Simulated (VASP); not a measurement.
# KI: GW band gap, scheme by scheme

KI, Pm-3m (no. 221), 2 atoms in the cell. PBE, GW; PAW potentials I_GW, K_sv_GW (PBE set).

| GW scheme | Iterations | Frequency points | Quasiparticle gap on the mesh (eV) | Gap of the starting point on the mesh (eV) | Quasiparticle gap at the zone centre (eV) | Starting gap at the zone centre (eV) | Correction of the gap between the band edges on the mesh (eV) | Time (s) |
|---|---|---|---|---|---|---|---|---|
| G0W0 low-scaling | 1 | 12 | 5.35 | 3.44 | 5.61 | 3.67 | 1.91 | 158 |
| G0W0 | 1 | 48 | 5.43 | 3.44 | 5.68 | 3.67 | 1.98 | 16 |
| evGW | 4 | 48 | 6.36 | 3.44 | 6.64 | 3.67 | 2.92 | 45 |
| QSGW | 5 | 48 | 6.61 | 3.44 | 6.89 | 3.67 | 3.17 | 99 |

Limits: spin-orbit coupling is left out, which can change the gap by several tenths of an eV or more with I; the mesh is coarse: neither the gap nor the screening is converged.

## Input of the first row

INCAR.step1:
```
PREC = Accurate
ENCUT = 300
ISMEAR = 0
SIGMA = 0.05
LASPH = T
LREAL = F
GGA = PE
ALGO = Normal
EDIFF = 1E-8
NELM = 150
LWAVE = T
LCHARG = F
KPAR = 4
```

INCAR.step2, as INCAR.step1 but for:
```
- ALGO = Normal
- NELM = 150
+ ALGO = Exact
+ NELM = 1
+ ISTART = 1
+ NBANDS = 272
+ LOPTICS = T
```

INCAR.step3:
```
PREC = Accurate
ENCUT = 300
ISMEAR = 0
SIGMA = 0.05
LASPH = T
LREAL = F
GGA = PE
ALGO = G0W0R
NBANDS = 272
NBANDSGW = 12
ENCUTGW = 130
NOMEGA = 12
PRECFOCK = Fast
ISTART = 1
LWAVE = F
LCHARG = F
MAXMEM = 1800
LFOCKSTD = T
```

KPOINTS:
```
k-points
0
Gamma
  3 3 3
```

POSCAR:
```
KI
1.0
    4.2911966600      0.0000000000      0.0000000000
    0.0000000000      4.2911966600      0.0000000000
    0.0000000000      0.0000000000      4.2911966600
I K
1 1
Direct
    0.5000000000      0.5000000000      0.5000000000
    0.0000000000      0.0000000000      0.0000000000
```

Commands (each step's output is kept before the next begins):
```
cat potpaw_PBE.64/I_GW/POTCAR potpaw_PBE.64/K_sv_GW/POTCAR > POTCAR
cp INCAR.step1 INCAR
mpirun -np 4 vasp_std > vasp.out
cp INCAR.step2 INCAR
mpirun -np 4 vasp_std > vasp.out
cp INCAR.step3 INCAR
mpirun -np 4 vasp_std > vasp.out
```

Changes of the last row against the first:
```
(step 3)
- ALGO = G0W0R
- NBANDSGW = 12
- NOMEGA = 12
- MAXMEM = 1800
- LFOCKSTD = True
+ ALGO = QPGW
+ NBANDSGW = 18
+ NOMEGA = 48
+ NELMGW = 5
+ LOPTICS = True
+ LPEAD = True
+ KPAR = 4
```

VASP 6.6.1 took 158 s on 4 cores (Intel Xeon 6975P-C (Granite Rapids)), a shared host.
